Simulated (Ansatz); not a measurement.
GaN (wurtzite): G0W0 against its settings

GaN in the wurtzite structure, relaxed with r2SCAN; one-shot G0W0 in Ansatz without spin-orbit coupling. Calculated for a static, non-magnetic cell.

```
CELL_PARAMETERS angstrom
3.18315 0.00000 0.00000
-1.59157 2.75669 0.00000
0.00000 0.00000 5.18363
ATOMIC_POSITIONS crystal
Ga 0.33333 0.66667 0.99911
Ga 0.66667 0.33333 0.49911
N 0.33333 0.66667 0.37589
N 0.66667 0.33333 0.87589
```

Gaps are read over the mesh points alone. G0W0 here is at a finite number of bands, screening cutoff and k mesh, not at the basis limit.

| start | potentials | frequency model | mesh | empty bands | screening cutoff (eV) | Kohn-Sham gap (eV) | G0W0 gap (eV) |
| --- | --- | --- | --- | --- | --- | --- | --- |
| PBE | PAW | contour deformation | 6×6×4 | 103 | 100 | 1.93 | 3.05 |
| PBE | PAW | contour deformation | 6×6×4 | 249 | 180 | 1.93 | 3.09 |
| PBE | PAW | contour deformation | 6×6×4 | 483 | 260 | 1.93 | 3.06 |
| HSE06 | PAW | contour deformation | 6×6×4 | 249 | 180 | 3.20 | 3.70 |
| r2SCAN | PAW | contour deformation | 6×6×4 | 249 | 180 | 2.35 | 3.34 |
| PBE0 | PAW | contour deformation | 6×6×4 | 249 | 180 | 3.89 | 3.88 |
| PBE | PAW | Godby-Needs pole | 6×6×4 | 249 | 180 | 1.93 | 3.08 |
| PBE | PAW | contour deformation | 9×9×4 | 73 | 80 | 1.93 | 3.02 |
| PBE | norm-conserving | contour deformation | 6×6×4 | 249 | 180 | 1.95 | 3.16 |

The quasiparticle gap on this mesh is 3.06 eV (direct at Γ), against 1.93 eV from PBE: +1.13 eV. Renormalisation factors Z lie between 0.75 and 0.82.

Raising bands and cutoff together moves the gap by +0.04 eV (100 to 180 eV), then -0.03 eV (180 to 260 eV); the last step is still large, so the basis limit isn't reached. Starting from HSE06 (3.20 eV against PBE's 1.93 eV) gives 3.70 eV, +0.61 eV from G0W0@PBE at the same screening cutoff. Starting from r2SCAN (2.35 eV against PBE's 1.93 eV) gives 3.34 eV, +0.25 eV from G0W0@PBE at the same screening cutoff. Starting from PBE0 (3.89 eV against PBE's 1.93 eV) gives 3.88 eV, +0.79 eV from G0W0@PBE at the same screening cutoff. The Godby-Needs plasmon pole differs from contour deformation by -0.01 eV. Norm-conserving potentials (wave cutoff 1240 eV against 420 eV) shift the quasiparticle gap by +0.07 eV and the PBE gap by +0.02 eV. r2SCAN runs take a wave cutoff of 500 eV.

The program warns that the k mesh is coarse for exact exchange in some of these runs, so their gaps aren't converged.

With a shallow d shell on the cation, G0W0 converges slowly in bands and cutoff, so these values are in doubt.
